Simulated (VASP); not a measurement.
Wanted: the native input for a VASP 6.6.1 run.

| Item | Value |
| --- | --- |
| Task | relaxation of cell and atoms |
| Functional | vdW-DF |
| Potentials or basis | VASP PAW PBE potentials, release 64 (Pb_d, Se) |
| Cutoff | 600 eV |
| k mesh | 8 × 8 × 8 |
| Occupations | fermi-dirac, width 0.05 eV |
| Spin | no spin polarisation |
| Further INCAR settings | ALGO = Normal; EDIFF = 1e-06; IBRION = 2; EDIFFG = -0.01; NSW = 40; ISIF = 3 |

The structure of PbSe (Clausthalite) lies in POSCAR:

```
PbSe
1.0
    0.0000000000      3.0606500000      3.0606500000
    3.0606500000      0.0000000000      3.0606500000
    3.0606500000      3.0606500000      0.0000000000
Pb Se
1 1
Direct
    0.0000000000      0.0000000000      0.0000000000
    0.5000000000      0.5000000000      0.5000000000
```

One way to write it, as run:

INCAR

```
  PREC = Accurate
  ENCUT = 600
  EDIFF = 1E-6
  ISMEAR = -1
  SIGMA = 0.05
  LREAL = False
  LASPH = True
  NELM = 80
  ALGO = Normal
  ISIF = 3
  LWAVE = False
  LCHARG = False
  GGA = RE
  LUSE_VDW = True
  AGGAC = 0.0
  IBRION = 2
  NSW = 40
  EDIFFG = -0.01
```

KPOINTS

```
regular mesh
0
Gamma
  8 8 8
```

Potentials or basis: VASP PAW PBE potentials, release 64 (Pb_d, Se).

Launch:

```bash
$ cat potpaw_PBE.64/Pb_d/POTCAR potpaw_PBE.64/Se/POTCAR > POTCAR
$ mpirun -np 1 vasp_std > vasp.out
```

Results of the run:

* Relaxed volume: 31.71 Å³/atom
* Relaxed cell: a = 4.476 Å, b = 4.476 Å, c = 4.476 Å, α = 60.00°, β = 60.00°, γ = 60.00°
* Space group after relaxing (to 0.05 Å): Fm-3m (No. 225)
* Energy gained by relaxing: 46.1 meV/atom
* Ionic steps: 3
* Pressure after relaxing: 0.0 GPa
* Band gap on the k mesh: 0.71 eV, direct

Caveat: the PAW data sets were made with another functional, which shifts forces and pressure a little; spin-orbit coupling is left out, which as a rule narrows the gap of such compounds by several tenths of an eV; the volume moved by +11 % from the deposited cell, more than functionals usually miss.

Wall time 4.2 min on 1 thread of AMD EPYC 7R13 Processor (Zen 3), with other jobs on the host, peak memory 0.45 GiB.
